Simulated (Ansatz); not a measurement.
Set up this calculation in Ansatz 0.2.0, as the native input.

```yaml
Task: relaxation of cell and atoms
Functional: BLYP
Dispersion: D3(BJ)
Potentials_or_basis: Ansatz PAW
Cutoff: "420 eV (not typed: the program's choice for these potentials)"
k_mesh: 5 × 5 × 5
Occupations: fermi-dirac, width 0.05 eV
Spin: no spin polarisation
```

Crystal: CsPbCl3.

```xyz
5
Lattice="5.6050 0.0000 0.0000 0.0000 5.6050 0.0000 0.0000 0.0000 5.6050" Properties=species:S:1:pos:R:3 pbc="T T T"
Pb    2.8025    2.8025    2.8025
Cs    0.0000    0.0000    0.0000
Cl    2.8025    0.0000    2.8025
Cl    0.0000    2.8025    2.8025
Cl    2.8025    2.8025    0.0000
```

These files were run (other wordings do the same):

input.yaml

```yaml
crystal:
  lattice:
    - [5.605, 0.0, 0.0]
    - [0.0, 5.605, 0.0]
    - [0.0, 0.0, 5.605]
  atoms:
    - { symbol: Pb, position: [0.5, 0.5, 0.5] }
    - { symbol: Cs, position: [0.0, 0.0, 0.0] }
    - { symbol: Cl, position: [0.5, 0.0, 0.5] }
    - { symbol: Cl, position: [0.0, 0.5, 0.5] }
    - { symbol: Cl, position: [0.5, 0.5, 0.0] }
hamiltonian:
  xc: blyp
  pseudopotentials: { kind: paw }
  dispersion: d3bj
kpoints:
  mp_grid: { grid: [5, 5, 5] }
scf:
  occupations: { method: fermi_dirac, width: 0.05 }
output:
  forces: true
  stress: true
relax:
  f_tol: 0.01
  max_steps: 40
  cell: { stress_tol: 0.05 }
```

Potentials or basis: Ansatz PAW.

The run is started by

```sh
$ ansatz run input.yaml --threads 2 --pin off --max-ram 5632MiB --backend cpu --events-out ev --progress --plain --runs-dir out
```

Results of the run:

- Relaxed volume: 36.76 Å³/atom
- Relaxed cell: a = 5.686 Å, b = 5.686 Å, c = 5.686 Å, α = 90.00°, β = 90.00°, γ = 90.00°
- Space group after relaxing (to 0.05 Å): Pm-3m (No. 221)
- Energy gained by relaxing: 5.6 meV/atom
- Ionic steps: 4
- Pressure after relaxing: 0.0 GPa
- Band gap on the k mesh: 3.10 eV

Caveat: odd divisions of the mesh miss points on the zone boundary, where band edges often lie, so the gap on the mesh can be too wide; the plane-wave basis is chosen anew once the cell has moved, so the energies of steps on either side of that aren't comparable; spin-orbit coupling is left out, which as a rule narrows the gap of such compounds by several tenths of an eV; the PAW data sets come from PBE, with cores solved anew for the run's functional, which leaves a small shift of forces and pressure.

It took 14 s on 2 threads of Intel(R) Xeon(R) Processor @ 2.50GHz (Skylake/Cascade Lake), with other jobs on the host, peak memory 0.48 GiB.
